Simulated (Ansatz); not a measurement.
Re: stiffness from a series of strains

```yaml
crystal:
  lattice:
    - [0.00000, 1.97500, 1.97500]
    - [1.97500, 0.00000, 1.97500]
    - [1.97500, 1.97500, 0.00000]
  atoms:
    - { symbol: Re, position: [0.00000, 0.00000, 0.00000] }
```

The conventional cell has a = 3.950 Å, b = 3.950 Å, c = 3.950 Å, α = 90.00°, β = 90.00°, γ = 90.00°. Around Re (atom 1) lie 12 Re at 2.79 Å.

The cell comes from COD entry 1534939, which wasn't checked; take it as a given geometry.

No spin–orbit coupling, which matters for the heavy atoms here.

Theory: Ansatz 0.2.0, DFT, PBE, all-electron LAPW, scalar-relativistic.

Sampling and basis: a Γ-centred 14×14×14 k mesh, Fermi–Dirac smearing of 0.03 eV, basis error target 1 meV/atom, no spin polarisation.

The strain is applied along the Cartesian axes of the cell as listed (the other components stay zero). Fractional coordinates are held (clamped ions).

σ is the change of stress from the unstrained cell, which is at -9.03 GPa; tension is positive, so slopes are stress–strain coefficients at that pressure. In a metal the k mesh adds noise.

Only quantities that a quadratic follows smoothly over the whole series are listed; rougher ones are left out.

| εxx = εyy | σzz (GPa) | σxx (GPa) |
| --- | --- | --- |
| -0.0300 | -16.75 | -25.21 |
| -0.0200 | -10.73 | -15.80 |
| -0.0100 | -5.38 | -7.35 |
| 0.0000 | 0.00 | 0.00 |
| 0.0100 | 4.95 | 6.66 |
| 0.0300 | 13.52 | 17.86 |

(1) Fit the series and read off the stiffness at zero strain.

(2) One run, at εxx = εyy = 0.0200, is withheld. Predict its row.

Results:

(1) Least-squares fits y = p0 + p1 x + p2 x² to the rows give σzz (GPa): p1 = 505, p2 = -1800; σxx (GPa): p1 = 715, p2 = -4100. So 2 C12 = 505 GPa and C11 + C12 = 715 GPa.

(2) The fits give 9.38, 12.71; the run gave 9.35, 12.65.
